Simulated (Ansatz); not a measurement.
Crystal: MnO.

```
Mn O
1.0
     0.00000    2.22391    2.22391
     2.22391    0.00000    2.22391
     2.22391    2.22391    0.00000
Mn O
1 1
Cartesian
  0.0000 0.0000 0.0000
  2.2239 2.2239 2.2239
```

The cell is a database's computed one.

Base run:

```yaml
Program: Ansatz 0.2.0
Functional: r2SCAN0 form with a typed share of exact exchange
Potentials_or_basis: Ansatz PAW
Cutoff: "500 eV (not typed: the program's choice for these potentials)"
k_mesh: 6 × 6 × 6
Occupations: fermi-dirac, width 0.05 eV
Spin: collinear spin, ferromagnetic start
Starting_moments: "[4.0, 0.0] μB"
```

Its results: band gap on the k mesh 3.54 eV, indirect (least direct gap 5.99 eV); pressure -2.2 GPa; net moment 5.00 μB per cell; site moments Mn +4.36; O +0.21 μB.

Problem. The run is repeated on the same cell with these changes: functional from r2SCAN0 form with a typed share of exact exchange to r2SCAN0; share of exact exchange from 0.35 to 0.25. What comes out?

Solution. Band gap on the k mesh 2.49 eV, indirect (least direct gap 5.14 eV); pressure -1.5 GPa; net moment 5.00 μB per cell; site moments Mn +4.34; O +0.22 μB.

Caveats: the magnetic or orbital state may not be the lowest; a cell with one magnetic atom can't hold antiferromagnetic order, which such compounds often take; the PAW data sets come from PBE, with cores solved anew for the run's functional, which leaves a small shift of forces and pressure; the thresholds are loose for stress.

A k mesh can miss the band edges.
